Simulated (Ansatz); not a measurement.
A run of Ansatz 0.2.0 is set up as follows.

Contents of input.yaml:

```yaml
crystal:
  lattice:
    - [3.249308, 0.0, 0.0]
    - [-1.624654, 2.8139832727, 0.0]
    - [0.0, 0.0, 5.205709]
  atoms:
    - { symbol: Zn, position: [0.6666666667, 0.3333333333, 0.0] }
    - { symbol: Zn, position: [0.3333333333, 0.6666666667, 0.5] }
    - { symbol: O, position: [0.3333333333, 0.6666666667, 0.87901] }
    - { symbol: O, position: [0.6666666667, 0.3333333333, 0.37901] }
hamiltonian:
  xc: b3lyp
  pseudopotentials: { kind: paw }
kpoints:
  mp_grid: { grid: [5, 5, 3] }
scf:
  occupations: { method: fermi_dirac, width: 0.05 }
output:
  forces: true
  stress: true
relax:
  f_tol: 0.01
  max_steps: 40
  cell: { stress_tol: 0.05 }
```

Potentials or basis: Ansatz PAW.

Launch:

```console
$ ansatz run input.yaml --threads 2 --pin off --max-ram 5632MiB --backend cpu --events-out ev --progress --plain --runs-dir out
```

Problem. Estimate the relaxed volume.

Solution. 12.27 Å³/atom.

Problem. Estimate the relaxed cell.

Solution. a = 3.275 Å, b = 3.275 Å, c = 5.281 Å, α = 90.00°, β = 90.00°, γ = 120.00°.

Problem. What does it give for the band gap on the k mesh?

Solution. 2.80 eV, direct.

Problem. Estimate the space group after relaxing (to 0.05 Å).

Solution. P6_3mc (No. 186).

Step by step:
```tsv
step	energy change (eV)	largest force (eV/Å)	volume (Å³)
1	0.0000	0.0740	47.60
2	-0.0124	0.0495	48.36
3	-0.0136	0.0279	48.96
4	-0.0136	0.0127	48.99
5	-0.0137	0.0001	48.99
6	-0.0210	0.0003	48.99
7	-0.0207	0.0004	49.07
8	-0.0211	0.0003	49.07
```

Caveat: the k mesh is coarse (spacing up to 0.45 Å⁻¹), so the values aren't converged, least of all with exact exchange; odd divisions of the mesh miss points on the zone boundary, where band edges often lie, so the gap on the mesh can be too wide; the plane-wave basis is chosen anew once the cell has moved, so the energies of steps on either side of that aren't comparable; the pressure holds a Pulay correction of +0.7 GPa for the finite cutoff; the PAW data sets come from PBE, with cores solved anew for the run's functional, which leaves a small shift of forces and pressure. Zero-point motion and thermal expansion aren't in these numbers.
